The row labelled hcp looks wrong. A hexagonal close-packed crystal has twelve neighbours per atom, yet this row has six, at 1.709 Å, and its volume is 2.40 times what close packing would give at that distance. The cell kept its space group, but its axial ratio c/a is 3.95 instead of the ideal 1.63. Carbon, given one free shape parameter, pulled the close-packed stack apart into separate flat sheets. The same reluctance to take many neighbours marks the main divide in the table, though not every step, and it also limits what the high-energy rows mean.

Carbon in eight structures, each relaxed with its symmetry held, in Ansatz 0.2.0 (DFT, PBEsol, plane waves to 420 eV, scalar-relativistic PAW datasets made for PBE, Fermi-Dirac smearing, no spin polarisation, no dispersion term). Energies are extrapolated to zero smearing and count from the lowest row; bulk moduli come from Birch-Murnaghan fits to uniform scalings.

```tsv
structure	space group of the relaxed cell	neighbours within 15 % of the shortest distance	smearing width	k mesh	energy above lowest (meV/atom)	neighbour distance (Å)	volume per atom (Å³)	bulk modulus (GPa)
graphite	P6_3/mmc	3	0.05 eV	14×14×4	0	1.420	9.39	263
lonsdaleite	P6_3/mmc	4	0.05 eV	13×13×7	47	1.534	5.63	450
omega (AlB2-type)	P6/mmm	2	0.1 eV	7×7×27	1099	1.283	13.00	175
simple cubic	Pm-3m	6	0.1 eV	20×20×20	2604	1.755	5.47	335
dhcp	P6_3/mmc	6	0.1 eV	23×23×3	3873	1.709	8.48	147
hcp	P6_3/mmc	6	0.1 eV	23×23×6	3873	1.709	8.48	147
bcc	Im-3m	8	0.1 eV	21×21×21	4227	2.030	6.42	215
fcc	Fm-3m	12	0.1 eV	20×20×20	4471	2.147	6.99	173
```

## The count behind the order

Let z be the number of neighbours within 15 % of the shortest distance, d that distance, V the volume per atom, B the bulk modulus and E the energy above the lowest row. Each bond is shared by two atoms, so an atom owns z/2 bonds. Its four valence electrons spread over them give 4/(z/2) = 8/z electrons per bond, and since a single bond holds two electrons the bond order is 4/z. This count has no adjustable constant and is applied alike to all eight PBEsol rows; the printed output below the text holds the working.

The count divides the table at z = 4. Carbon brings four electrons and four valence orbitals, one s and three p, so with up to four neighbours every bond can hold at least a full electron pair in bonding levels. Beyond four the pairs run out and the bonds lengthen. In many metals a large number of weak bonds still wins. Carbon is expected to differ because its core holds no p shell: a few neighbours can come very close, where the 2p orbitals overlap strongly, and crowding in more atoms gives that overlap up. Bands cross the Fermi level in all rows beyond four neighbours, but also in omega, so metallic character alone does not mark the divide. The numbers agree with this argument: d rises with z through all rows, from 1.283 Å in omega to 2.147 Å in fcc. The lowest row with six or more neighbours lies 1505 meV above the highest row with four or fewer.

## Graphite and lonsdaleite: a near tie

Graphite is lowest, and lonsdaleite follows at 47 meV per atom. Lonsdaleite is the tetrahedral case, with exactly two electrons per bond, and its run gives a gap of 3.19 eV on the k mesh used; functionals of this kind usually put gaps too low. Graphite gives up half a σ bond per atom and puts the freed electron into a π system spread over three neighbours, which raises the bond order to 1.33 and shortens the bonds. The usual explanation is that the remaining σ bonds are shorter and stronger, and that the small 2p orbital overlaps sideways well enough at this distance to repay the rest. The table shows the near tie; the shares of σ and π bonding in it were not computed.

The stiffness of the two rows is also alike once it is read correctly. The moduli come from scaling the cell uniformly, so for graphite the 263 GPa mostly measures the stretching of bonds within the sheets. The real crystal yields between its layers and has a modulus of roughly 40 GPa (a rough recalled size). The product B·V, a measure of bond stiffness per atom, is 15.4 eV for graphite and 15.8 eV for lonsdaleite. The two nets are thus about equally stiff, but this does not explain the tie in energy: omega reaches 14.2 eV and still lies 1099 meV above graphite.

The 47 meV step is far above the numerical terms that the runs allow to be checked. Rounding is 0.5 meV per energy, and for these two rows the smearing correction and the energy of leftover pressure both print as zero. Two numerical terms remain untested, the wave cutoff and the k mesh. The graphite mesh has 14 divisions in the plane, which is not a multiple of three, so it misses the K point where the π bands meet. The apparent gap of 1.00 eV in that run is an artefact, since graphite is a semimetal, and the same mesh may shift its energy by an amount that was not checked.

The physics left out of the method is the larger threat. Without a dispersion term the layers sit 3.58 Å apart, against a rough recalled 3.3 to 3.4 Å. Dispersion would bind those layers, but it also binds a dense tetrahedral crystal, so which side gains more is open here. Zero-point motion, another functional, or datasets made for PBEsol instead of PBE could each plausibly move a step of tens of meV. Experiment settles the sign that the calculation leaves exposed: graphite is the stable form of carbon at ordinary pressure, slightly ahead of cubic diamond. Diamond in turn is known to lie somewhat below lonsdaleite, so graphite's lead over tetrahedral carbon is smaller than this step.

## The pressure that reverses the first step

Under pressure P the stable phase is the one of lowest enthalpy, H = E + P·V. If both volumes are held at their zero-pressure values, the enthalpies cross where ΔE = P·ΔV, with ΔE the energy step and ΔV the volume saved. Here ΔV = 9.39 − 5.63 = 3.76 Å³, which is 40 % of the graphite volume. A small step set against a large saving means a low crossing pressure.

The energy per volume is 47/3.76 = 12.5 meV/Å³. One GPa·Å³ is 10⁻²¹ J, or 6.2 meV, so P = 12.5/6.2 ≈ 2.0 GPa. The estimate uses only these two rows and has no adjustable constant. Its sensitivity matters more than its digits: each 10 meV of error in ΔE moves the crossing by 0.43 GPa.

For the given ΔE the estimate errs on the low side. Graphite shrinks along c under load and so gives up part of its volume penalty, while lonsdaleite, with B = 450 GPa, hardly changes. Putting in the recalled layer spacings with ΔE unchanged gives 2.3 to 2.5 GPa. Heat works in the same direction, because the soft interlayer vibrations give graphite the larger entropy. The crossing compares these two rows only; cubic diamond, which lies below lonsdaleite, would be the stable dense form. It is also thermodynamic only: converting one net into the other breaks or makes strong bonds, so either form can persist where the other has the lower enthalpy.

## Omega: too few neighbours

The omega row has relaxed into straight chains about 3.42 Å apart, so its label no longer describes it. It has the highest bond order and the shortest bond, yet lies 1099 meV above graphite, 23 times the lonsdaleite step. The count alone fails here, since it treats σ and π electrons alike. The chain gives up another half σ bond per atom, and each of its π electrons is shared with two neighbours instead of three, so theory expects a poorer exchange than in the sheet.

The cell repeats after one atom along each chain and therefore forces all bonds to be equal. Such a chain is metallic, as the overlapping bands of the run show, and is known to be unstable towards alternating long and short bonds (a Peierls distortion). The listed energy is therefore an upper bound for chains in this method. Carbon chains are well known to stay far above graphite even when they alternate, so the sign of this step is not in doubt.

## Six neighbours, twice

Simple cubic and hcp share z = 6 and a bond order of 0.67, yet simple cubic lies 1269 meV lower. Coordination therefore does not fix the energy, and this is the second failure of the count. A likely reason, untested here, is geometry: right angles match the three p orbitals, while a triangular sheet forces six bonds into one plane at 60°. Simple cubic is also the only row denser than lonsdaleite, but by just 0.16 Å³. The fixed-volume estimate then gives 5.7 times the modulus of lonsdaleite, far outside the range where volumes stay fixed, so no crossing pressure can be read from it.

The tie between hcp and dhcp follows from the shape found at the start. Both are the same triangular sheets about 3.38 Å apart, and they differ only in how the sheets are stacked. The coupling is weak: in the most compressed dhcp cell the stress is 41.2 GPa within the sheet and −0.5 GPa along c. Over six scalings the two energies differ by at most 0.017 meV with changing sign, so their order is unresolved. Their modulus, like that of omega, has the same fault as that of graphite: the cell was scaled without relaxing its shape.

## bcc and fcc: order among held states

bcc and fcc have the named lattices because their cubic symmetry was held; their volumes match the ideal ones within 0.3 %, as they must. They lie 354 and 598 meV above hcp, in the order of falling bond order. The count of eight for bcc is soft, because a second shell at 1.155 d falls just outside the cut. The step from hcp to fcc is no stacking energy, since it compares a sheet with a close-packed crystal.

Against the numerical terms checked here, these steps are safe. Among the metallic rows the extrapolation to zero smearing is at most 6.3 meV and the leftover pressure costs at most 0.87 meV, against 244 meV for the smallest resolved step. Physically they are steps between constrained states, with symmetry held and spin switched off. True close-packed hcp shares its nearest shells with fcc and usually lies near it, which suggests that freeing c/a alone gained some tenths of an eV. The cubic rows have exits of the same kind. Squeezing fcc along one body diagonal, or stretching bcc along it, leads to simple cubic, which lies more than 1.6 eV lower in this table. Whether either path runs downhill from the start was not computed, but the order of bcc and fcc has a meaning only while their symmetry is held.

## One row down the group

Silicon has the same four electrons, so the count again places the ideal bond at z = 4. Its larger atoms overlap poorly sideways, the π system no longer repays a lost σ bond, and the tetrahedral net lies well below any graphite-like sheet. Its σ bonds are weaker too, so the metallic structures lie much closer to the ground state and moderate pressure reaches them. At the bottom of the group, lead keeps its s pair largely out of the bonding and takes the fcc structure that is highest for carbon.

The analysis program printed:

```
structure, z, electrons per bond 8/z, bond order 4/z, d (A), E (meV), step from row below (meV), B*V (eV)
graphite      3  2.67  1.33  1.420     0     0  15.4
lonsdaleite   4  2.00  1.00  1.534    47    47  15.8
omega         2  4.00  2.00  1.283  1099  1052  14.2
simple        6  1.33  0.67  1.755  2604  1505  11.4
dhcp          6  1.33  0.67  1.709  3873  1269   7.8
hcp           6  1.33  0.67  1.709  3873     0   7.8
bcc           8  1.00  0.50  2.030  4227   354   8.6
fcc          12  0.67  0.33  2.147  4471   244   7.5
rounding of the table: 0.5 meV per energy, 0.005 A^3 per volume
lowest row with z>=6 above highest with z<=4: 1505 meV
simple cubic - hcp -1269, hcp - bcc -354, hcp - fcc -598, bcc - fcc -244 meV
omega step / lonsdaleite step above graphite: 23; d(fcc)/d(graphite) 1.51
volume over ideal volume of the named lattice at the listed d:
  lonsdaleite 1.013, simple 1.012, hcp 2.403, dhcp 2.403, bcc 0.997, fcc 0.999
graphite layer spacing from V and d: 3.58 A (2.52 d)
sheet spacing: 3.35 A from fitted V, 3.38 A from dhcp cell; hcp c/a 3.95, ideal 1.63
omega chain spacing: 3.42 A; bcc second shell at 1.155 d
lonsdaleite c/a 1.665; dhcp stress at x0.88: 41.2 GPa within sheet, -0.5 GPa along c
graphite mesh 14 divisible by 3 (needed to contain K): False
structure, T*S per atom (meV), zero-smearing shift TS/2 (meV), pressure (GPa), P^2V/2B (meV), band-count gap (eV)
graphite       0.0   0.0   0.00  0.00    1.00
lonsdaleite    0.0   0.0  -0.00  0.00    3.19
omega          6.8   3.4   0.18  0.01  -15.25
simple        11.7   5.9   4.13  0.87  -12.10
dhcp           8.8   4.4  -1.14  0.23   -1.40
hcp            8.9   4.4  -1.13  0.23   -1.38
bcc           10.9   5.5  -0.45  0.02  -14.80
fcc           12.6   6.3  -0.08  0.00  -12.12
hcp - dhcp over six scalings: -0.017 to 0.011 meV
graphite to lonsdaleite: dE 47 meV, dV 3.76 A^3 (40 % of graphite)
crossing at fixed volumes P = dE/dV: 2.00 GPa; 0.43 GPa per 10 meV of dE; rounding 0.02 GPa
  with rough recalled spacing 3.3 A: V 8.64 A^3 (table 9 % larger), P 2.50 GPa
  with rough recalled spacing 3.4 A: V 8.91 A^3 (table 5 % larger), P 2.30 GPa
rows denser than lonsdaleite: simple
rows less dense than graphite: omega
lonsdaleite to simple cubic: dE 2557 meV, dV 0.16 A^3; dE/dV is 5.7 times B, estimate invalid
```
